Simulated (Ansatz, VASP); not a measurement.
One calculation of BiTe, two programs

File INCAR:

```
SYSTEM = BiTe
PREC     = Accurate       ! precision mode
ENCUT    = 520            ! plane-wave cutoff, eV
EDIFF    = 1E-6           ! SCF threshold, eV
ISMEAR   = 0              ! smearing method
SIGMA    = 0.15           ! smearing width, eV
LREAL    = .FALSE.        ! projectors in reciprocal space
LASPH    = .TRUE.         ! aspherical terms in the spheres
NELM     = 100            ! most SCF steps
ALGO     = Normal         ! electronic algorithm
ISIF     = 2              ! what is computed and relaxed
LWAVE    = .FALSE.        ! write WAVECAR
LCHARG   = .FALSE.        ! write CHGCAR
GGA      = CA             ! functional
NBANDS   = 18             ! bands
```

File KPOINTS:

```
regular mesh
0
G
  14 14 14
  0 0 0
```

POSCAR

```
BiTe
1.0
   -0.7010703083      2.9251554243      2.9251554243
    2.9251554243     -0.7010703083      2.9251554243
    2.9251554243      2.9251554243     -0.7010703083
Bi Te
1 1
Direct
    0.0000000000      0.0000000000      0.0000000000
    0.5000000000      0.5000000000      0.5000000000
```

Input for Ansatz:

```yaml
crystal:
  lattice:
    - [-0.7010703083, 2.9251554243, 2.9251554243]
    - [2.9251554243, -0.7010703083, 2.9251554243]
    - [2.9251554243, 2.9251554243, -0.7010703083]
  atoms:
    - { symbol: Bi, position: [0.0, 0.0, 0.0] }
    - { symbol: Te, position: [0.5, 0.5, 0.5] }
basis:
  ecutwfc: 420
kpoints:
  mp_grid: { grid: [14, 14, 14] }
hamiltonian:
  xc: lda
scf:
  occupations: { method: gaussian, width: 0.15 }
output:
  forces: true
  stress: true
  eigenvalues: true
```

Alike in both runs: task single point; functional LDA; k mesh 14 × 14 × 14; occupations gaussian, width 0.15 eV; no spin polarisation.

```csv
,VASP,Ansatz
version,VASP 6.6.1,Ansatz 0.2.0
potentials or method,"VASP PAW LDA potentials, release 64 (Bi_d, Te)","scalar-relativistic, plane waves, PAW"
plane-wave cutoff (eV),520,420
valence electrons in the cell,21,31
```

|  | VASP | Ansatz | Ansatz less VASP |
| --- | --- | --- | --- |
| gap on the k mesh at the Fermi level (eV) | none | none | - |
| pressure (GPa) | -5.5 | -5.5 | +0.04 |
| largest component of the traceless stress (GPa) | 1.60 | 1.62 | +0.020 |

A gap of «none» marks a metal or a gap that the smearing closes. The two sets of potentials don't hold the same shells in valence.

Caveats: spin-orbit coupling is left out, which moves the levels of the heavy elements.
